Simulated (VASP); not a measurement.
# SrTiO3 (Tausonite) (Pm-3m) in VASP: further runs

The runs below take SrTiO3 (Tausonite) through relaxation of the atoms, with PBE.

Everything below comes from runs of VASP 6.6.1. Logs are shortened: lines on timing, memory, paths and dates and some standing lists are left out, and cuts for length are marked.

### Step 1. The undisturbed crystal

The structure is cubic, space group Pm-3m (No. 221). Conventional cell: a = 3.905 Å, b = 3.905 Å, c = 3.905 Å, α = 90.00°, β = 90.00°, γ = 90.00°. Sr (site symmetry m-3m) has 12 O at 2.76 Å as nearest neighbours. Around Ti (site symmetry m-3m) lie 6 O at 1.95 Å. Around O (site symmetry 4/mmm) lie 2 Ti at 1.95 Å.

### Step 2. Relaxation of the atoms, PBE (a relaxed cell with its volume scaled by 1.02)

INCAR reads:

```
ALGO = Normal ; EDIFF = 1E-7
EDIFFG = -0.01 ; ENCUT = 300
GGA = PE ; IBRION = 2
ISIF = 2 ; ISMEAR = 0
LASPH = T ; LCHARG = F
LREAL = F ; LWAVE = F
NELM = 80 ; NSW = 40
PREC = Accurate ; SIGMA = 0.03
```

KPOINTS reads:

```
k-points
0
Gamma
  4 4 4
```

POSCAR reads:

```
SrTiO3                                  
1.0
    3.9581892392      0.0000000000     -0.0000000000
    0.0000000000      3.9581892392      0.0000000000
   -0.0000000000      0.0000000000      3.9581892392
  Sr              Ti              O             
     1     1     3
Direct
     0.5000000000000000    0.5000000000000000    0.5000000000000000
     0.0000000000000000    0.0000000000000000    0.0000000000000000
     0.5000000000000000    0.0000000000000000    0.0000000000000000
     0.0000000000000000    0.5000000000000000    0.0000000000000000
     0.0000000000000000    0.0000000000000000    0.5000000000000000
```

Potentials or basis: VASP PAW PBE potentials, release 64 (Sr_sv, Ti_sv, O_s).

The run is started by

```sh
cat potpaw_PBE.64/Sr_sv/POTCAR potpaw_PBE.64/Ti_sv/POTCAR potpaw_PBE.64/O_s/POTCAR > POTCAR
mpirun -np 1 vasp_std > vasp.out
```

OUTCAR:

```text
EDIFF = 1E-7
   EDIFFG = -0.01
   ENCUT = 300
   GGA = PE
   IBRION = 2
   ISIF = 2
   ISMEAR = 0
   LASPH = T
   LREAL = F
   NELM = 80
   NSW = 40
   PREC = Accurate

 ion  position               nearest neighbor table
   1  0.500  0.500  0.500-   3 2.80   4 2.80   5 2.80   3 2.80   4 2.80   3 2.80   5 2.80   3 2.80
                             4 2.80   5 2.80   4 2.80   5 2.80   2 3.43   2 3.43   2 3.43   2 3.43
   2  0.000  0.000  0.000-   3 1.98   4 1.98   5 1.98   5 1.98   4 1.98   3 1.98   1 3.43   1 3.43
                             1 3.43   1 3.43   1 3.43   1 3.43   1 3.43   1 3.43
   3  0.500  0.000  0.000-   2 1.98   2 1.98   1 2.80   1 2.80   1 2.80   1 2.80
   4  0.000  0.500  0.000-   2 1.98   2 1.98   1 2.80   1 2.80   1 2.80   1 2.80
   5  0.000  0.000  0.500-   2 1.98   2 1.98   1 2.80   1 2.80   1 2.80   1 2.80

  LATTYP: Found a simple cubic cell.
 ALAT       =     3.9581892392

  Lattice vectors:

 A1 = (   3.9581892392,   0.0000000000,   0.0000000000)
 A2 = (   0.0000000000,   3.9581892392,   0.0000000000)
 A3 = (   0.0000000000,   0.0000000000,   3.9581892392)

Analysis of symmetry for initial positions (statically):
=====================================================================
 Subroutine PRICEL returns:
 Original cell was already a primitive cell.

 Routine SETGRP: Setting up the symmetry group for a
 simple cubic supercell.

 Subroutine GETGRP returns: Found 48 space group operations
 (whereof 48 operations were pure point group operations)
 out of a pool of 48 trial point group operations.

The static configuration has the point symmetry O_h .

Analysis of symmetry for dynamics (positions and initial velocities):
=====================================================================
 Subroutine PRICEL returns:
 Original cell was already a primitive cell.

 Routine SETGRP: Setting up the symmetry group for a
 simple cubic supercell.

 Subroutine GETGRP returns: Found 48 space group operations
 (whereof 48 operations were pure point group operations)
 out of a pool of 48 trial point group operations.

The dynamic configuration has the point symmetry O_h .

 Subroutine INISYM returns: Found 48 space group operations
 (whereof 48 operations are pure point group operations),
 and found     1 'primitive' translations

----------------------------------------------------------------------------------------

                                     Primitive cell

  volume of cell :      62.0140
[... 84 lines left out ...]
   IBRION =      2    ionic relax: 0-MD 1-quasi-New 2-CG
   NFREE  =      1    steps in history (QN), initial steepest desc. (CG)
   ISIF   =      2    stress and relaxation
   ISYM   =      2    0-nonsym 1-usesym 2-fastsym
   POTIM  = 0.5000    time-step for ionic-motion
   TEBEG  =    0.0;   TEEND  =   0.0 temperature during run
   PSTRESS=    0.0 pullay stress
   NELECT =      40.0000    total number of electrons
   NUPDOWN=      -1.0000    fix difference up-down
   EMIN   =  10.00;   EMAX   =-10.00  energy-range for DOS
   EFERMI =   0.00;   METHOD = LEGACY
   ISMEAR =     0;   SIGMA  =   0.03  broadening in eV -4-tet -1-fermi 0-gaus
   EFERMI_NEDOS =   21; number of points for ismear=-14 and -15
   IALGO  =     38    algorithm
   IMIX   =      4    mixing-type and parameters
     AMIX     =   0.40;   BMIX     =  1.00
     AMIX_MAG =   1.60;   BMIX_MAG =  1.00
  volume/ion in A,a.u.               =      12.40        83.70
  Fermi-wavevector in a.u.,A,eV,Ry     =   1.414485  2.672989 27.222090  2.000767
  Thomas-Fermi vector in A             =   2.536022
   LORBIT       =      0    0 simple, 1 ext, 2 COOP (PROOUT), +10 PAW based schemes
   GGA     = PE    functional components
   LHFCALC =     F    Hartree Fock is set to
   AEXX    =    0.0000 exact exchange contribution
   IVDW    =     0    specifies the selected vdW correction
   LEPSILON=     F    determine dielectric tensor
   LRPA    =     F    only Hartree local field effects (RPA)
 conjugate gradient relaxation of ions
 non-spin polarized calculation
 Gauss-broadening in eV      SIGMA  =   0.03
  energy-cutoff  :      300.00
  volume of cell :       62.01
 maximum number of plane-waves:       743
 NGX is ok and might be reduce to    24
   NGX = 11   NGY = 11   NGZ = 11

 number of electron      39.9999930 magnetization

 Free energy of the ion-electron system (eV)
  ---------------------------------------------------
  ext. energy  EPLUGINS =         0.00000000
  ---------------------------------------------------
  free energy    TOTEN  =       -40.06766290 eV

  energy without entropy =      -40.06766290  energy(sigma->0) =      -40.06766290

 E-fermi :   4.3690     XC(G=0): -11.0640

 val. band max:        4.1214453839   @ k =   0.5000   0.5000   0.5000
 cond. band min:       5.8805007090   @ k =   0.0000   0.0000   0.0000
 fundamental gap:      1.7590553251
 Fermi energy:         4.3690255684

 k-point     1 :       0.0000    0.0000    0.0000
  band No.  band energies     occupation
      1     -52.5049      2.00000
      2     -28.7992      2.00000
      3     -28.7573      2.00000
      4     -28.7573      2.00000
      5     -28.7573      2.00000
      6     -13.1419      2.00000
[... 259 lines left out ...]
     23       8.3052      0.00000
     24      10.9056      0.00000

------------------------ aborting loop because EDIFF is reached ----------------------------------------

  FORCE on cell =-STRESS in cart. coord.  units (eV):
  Direction    XX          YY          ZZ          XY          YZ          ZX
  --------------------------------------------------------------------------------------
  -------------------------------------------------------------------------------------
  Total       -1.2906898     -1.2906898     -1.2906898      0.0000000      0.0000000     -0.0000000
  in kB      -33.3459280    -33.3459280    -33.3459280      0.0000000      0.0000000     -0.0000000
  external PRESSURE =     -33.3459280 kB  Pullay stress =       0.0000000 kB

 VOLUME and BASIS-vectors are now :
 -----------------------------------------------------------------------------
  energy-cutoff  :      300.00
  volume of cell :       62.01
      direct lattice vectors                 reciprocal lattice vectors
     3.958189239  0.000000000  0.000000000     0.252640776  0.000000000  0.000000000
     0.000000000  3.958189239  0.000000000     0.000000000  0.252640776  0.000000000
     0.000000000  0.000000000  3.958189239     0.000000000  0.000000000  0.252640776

 POSITION                                       TOTAL-FORCE (eV/Angst)
 -----------------------------------------------------------------------------------
      1.97909      1.97909      1.97909         0.000000      0.000000      0.000000
      0.00000      0.00000      0.00000         0.000000      0.000000      0.000000
      1.97909      0.00000      0.00000         0.000000      0.000000      0.000000
      0.00000      1.97909      0.00000         0.000000      0.000000      0.000000
      0.00000      0.00000      1.97909         0.000000      0.000000      0.000000
 -----------------------------------------------------------------------------------
    total drift:                                0.000000      0.000000     -0.000000

  FREE ENERGIE OF THE ION-ELECTRON SYSTEM (eV)
  ---------------------------------------------------
  free  energy   TOTEN  =       -40.0676629033 eV

  energy  without entropy=      -40.0676629033  energy(sigma->0) =      -40.06766290

 reached required accuracy - stopping structural energy minimisation
```

CONTCAR:

```text
SrTiO3
   1.00000000000000
     3.9581892392000002    0.0000000000000000    0.0000000000000000
     0.0000000000000000    3.9581892392000002    0.0000000000000000
     0.0000000000000000    0.0000000000000000    3.9581892392000002
  Sr              Ti              O
     1     1     3
Direct
     0.5000000000000000    0.5000000000000000    0.5000000000000000
     0.0000000000000000    0.0000000000000000    0.0000000000000000
     0.5000000000000000    0.0000000000000000    0.0000000000000000
     0.0000000000000000    0.5000000000000000    0.0000000000000000
     0.0000000000000000    0.0000000000000000    0.5000000000000000

  0.00000000E+00  0.00000000E+00  0.00000000E+00
  0.00000000E+00  0.00000000E+00  0.00000000E+00
  0.00000000E+00  0.00000000E+00  0.00000000E+00
  0.00000000E+00  0.00000000E+00  0.00000000E+00
  0.00000000E+00  0.00000000E+00  0.00000000E+00
```

It took 8.3 s on 1 thread of Intel Xeon Platinum 8488C (Sapphire Rapids), shared host; peak memory 0.13 GiB.

Results:

* Free energy: -40.0677 eV
* Band gap on the k mesh: 1.76 eV, indirect (least direct gap 2.14 eV)

Final structure:
```yaml
crystal:
  lattice:
    - [3.95819, 0.00000, 0.00000]
    - [0.00000, 3.95819, 0.00000]
    - [0.00000, 0.00000, 3.95819]
  atoms:
    - { symbol: Sr, position: [0.50000, 0.50000, 0.50000] }
    - { symbol: Ti, position: [0.00000, 0.00000, 0.00000] }
    - { symbol: O, position: [0.50000, 0.00000, 0.00000] }
    - { symbol: O, position: [0.00000, 0.50000, 0.00000] }
    - { symbol: O, position: [0.00000, 0.00000, 0.50000] }
```

Caveat: the cutoff is under 1.25 times the usual one of these potentials, so pressure, stress and relaxed cells hold a basis-set (Pulay) error; the relaxation stopped at its first step, so nothing moved. A k mesh can miss the band edges.

### Step 3. Relaxation of the atoms, PBE (a relaxed cell with its volume scaled by 1.04)

INCAR is that of step 2.

KPOINTS is that of step 2.

Changes to POSCAR since step 2:

```diff
@@ -2,5 +2,5 @@
 1.0
-    3.9581892392      0.0000000000     -0.0000000000
-    0.0000000000      3.9581892392      0.0000000000
-   -0.0000000000      0.0000000000      3.9581892392
+    3.9838924869      0.0000000000     -0.0000000000
+    0.0000000000      3.9838924869      0.0000000000
+   -0.0000000000      0.0000000000      3.9838924869
   Sr              Ti              O
```

Potentials or basis: VASP PAW PBE potentials, release 64 (Sr_sv, Ti_sv, O_s).

The run is started by

```sh
cat potpaw_PBE.64/Sr_sv/POTCAR potpaw_PBE.64/Ti_sv/POTCAR potpaw_PBE.64/O_s/POTCAR > POTCAR
mpirun -np 1 vasp_std > vasp.out
```

Run time: 8.1 s. Hardware: 1 thread of Intel Xeon Platinum 8488C (Sapphire Rapids), shared host; peak memory 0.13 GiB.

It converged, with:

* Free energy: -40.0462 eV
* Band gap on the k mesh: 1.72 eV, indirect (least direct gap 2.11 eV)

Final structure:
```cif
data_structure
_symmetry_space_group_name_H-M 'P 1'
_symmetry_Int_Tables_number 1
_cell_length_a 3.9839
_cell_length_b 3.9839
_cell_length_c 3.9839
_cell_angle_alpha 90.000
_cell_angle_beta 90.000
_cell_angle_gamma 90.000
_cell_volume 63.23
loop_
_atom_site_label
_atom_site_type_symbol
_atom_site_fract_x
_atom_site_fract_y
_atom_site_fract_z
_atom_site_occupancy
Sr1 Sr 0.50000 0.50000 0.50000 1
Ti1 Ti 0.00000 0.00000 0.00000 1
O1 O 0.50000 0.00000 0.00000 1
O2 O 0.00000 0.50000 0.00000 1
O3 O 0.00000 0.00000 0.50000 1
```

Levels at points of the mesh, in eV from the valence-band top:
| k point | band 16 | band 17 | band 18 | band 19 | band 20 | band 21 | band 22 | band 23 | band 24 |
| --- | --- | --- | --- | --- | --- | --- | --- | --- | --- |
| (0.00, 0.00, 0.00) | -1.08 | -1.08 | -0.39 | -0.39 | -0.39 | 1.72 | 1.72 | 1.72 | 3.87 |
| (0.50, 0.00, 0.00) | -2.21 | -2.21 | -1.81 | -0.74 | -0.74 | 1.86 | 3.45 | 3.45 | 3.88 |
| (0.50, 0.50, 0.00) | -2.65 | -1.77 | -1.51 | -1.51 | -0.08 | 3.46 | 3.46 | 3.88 | 4.76 |
| (0.50, 0.50, 0.50) | -3.57 | -3.57 | 0.00 | 0.00 | 0.00 | 4.07 | 4.07 | 4.07 | 6.71 |

Caveat: the cutoff is under 1.25 times the usual one of these potentials, so pressure, stress and relaxed cells hold a basis-set (Pulay) error; the relaxation stopped at its first step, so nothing moved.
